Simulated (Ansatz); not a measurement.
**Bands of CdF2**

```
Cd F
1.0
     0.00000    2.69400    2.69400
     2.69400    0.00000    2.69400
     2.69400    2.69400    0.00000
Cd F
1 2
Direct
  0.00000 0.00000 0.00000
  0.25000 0.25000 0.25000
  0.75000 0.75000 0.75000
```

Atom numbers follow the list: Cd1, F2, F3.

The cell comes from COD entry 9009006, which wasn't checked; take it as a given geometry.

These are results of Ansatz 0.2.0, DFT, PBE, all-electron LAPW, scalar-relativistic, not measurements.

Numerical set-up: a Γ-centred 8×8×8 k mesh, Fermi–Dirac smearing of 0.02 eV, basis error target 1 meV/atom, no spin polarisation.

Points in fractions of the reciprocal vectors of this cell: Γ (0, 0, 0), X (0.5, 0, 0.5), U (0.625, 0.25, 0.625), K (0.375, 0.375, 0.75), L (0.5, 0.5, 0.5), W (0.5, 0.25, 0.75). The path joins them by straight lines in the order Γ–X–U–K–Γ–L–W–X; legs that retrace an earlier one aren't tabulated. Energies are in eV from the top of the valence band.

Problem. Is there a gap, and where are the band edges?

Solution. 3.09 eV, indirect from W (0.5, 0.25, 0.75) to Γ.

Problem. List the levels between -5 and 5 eV at the symmetry points.

Solution. 
Γ: -4.41 (×2), -0.98 (×3), -0.50 (×3), 3.09
X: -4.66 (×2), -4.29, -4.12, -3.09, -2.95 (×2), -0.51, -0.09 (×2)
U: -4.78, -4.49, -4.47, -4.38, -3.38, -2.52, -2.31, -0.95, -0.35, -0.20
K: -4.78, -4.49, -4.47, -4.38, -3.38, -2.52, -2.31, -0.95, -0.35, -0.20
L: -4.34 (×2), -4.15, -2.76, -2.27, -1.84 (×2), -0.40 (×2)
W: -4.67, -4.65, -4.51 (×2), -3.48, -2.59, -1.53 (×2), -0.60, 0.00
